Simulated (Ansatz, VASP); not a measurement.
This is a calculation of CdS (Hawleyite) for VASP 6.6.1.

INCAR

```
PREC     = Accurate       # precision mode
ENCUT    = 520            # plane-wave cutoff, eV
EDIFF    = 1E-6           # SCF threshold, eV
ISMEAR   = 0              # smearing method
SIGMA    = 0.028999999999999998 # smearing width, eV
LREAL    = False          # projectors in reciprocal space
LASPH    = True           # aspherical terms in the spheres
NELM     = 100            # most SCF steps
ALGO     = Normal         # electronic algorithm
ISIF     = 2              # what is computed and relaxed
LWAVE    = False          # write WAVECAR
LCHARG   = False          # write CHGCAR
GGA      = PE             # functional
NBANDS   = 16             # bands
```

Contents of KPOINTS:

```
regular mesh
0
Gamma
  8 8 8
```

Contents of POSCAR:

```
CdS
1.0
    0.0000000000      2.9165000000      2.9165000000
    2.9165000000      0.0000000000      2.9165000000
    2.9165000000      2.9165000000      0.0000000000
Cd S
1 1
Direct
    0.0000000000      0.0000000000      0.0000000000
    0.7500000000      0.7500000000      0.7500000000
```

Potentials or basis: VASP PAW PBE potentials, release 64 (Cd, S).

Launch:

```console
$ cat potpaw_PBE.64/Cd/POTCAR potpaw_PBE.64/S/POTCAR > POTCAR
$ mpirun -np 1 vasp_std > vasp.out
```

Q: Translate it to Ansatz 0.2.0. Potentials there: all-electron LAPW, scalar-relativistic.

A: As run (the cutoff follows the program's own potentials):

File input.yaml:

```yaml
crystal:
  lattice:
    - [0.0, 2.9165, 2.9165]
    - [2.9165, 0.0, 2.9165]
    - [2.9165, 2.9165, 0.0]
  atoms:
    - { symbol: Cd, position: [0.0, 0.0, 0.0] }
    - { symbol: S, position: [0.75, 0.75, 0.75] }
kpoints:
  mp_grid: { grid: [8, 8, 8] }
scf:
  occupations: { method: gaussian, width: 0.029 }
hamiltonian:
  xc: pbe
  pseudopotentials: { kind: all_electron, lapw: { basis_error: 0.001 } }
output:
  forces: true
  stress: true
  eigenvalues: true
```

Potentials or basis: all-electron LAPW, scalar-relativistic.

Run with:

```bash
$ ansatz run input.yaml --threads 1 --pin off --max-ram 3072MiB --backend cpu --events-out ev --progress --plain --runs-dir out
```

Both were run:

|  | VASP | Ansatz | Ansatz less VASP |
| --- | --- | --- | --- |
| gap on the k mesh at the Fermi level (eV) | 1.15 | 1.15 | -0.004 |
| least direct gap on the mesh (eV) | 1.15 | 1.15 | -0.004 |
| pressure (GPa) | 3.2 | 2.9 | -0.32 |

Ansatz ran all-electron here, so the differences hold the error of VASP's frozen core and of both bases.

As with any semilocal functional, this PBE gap is likely too small.
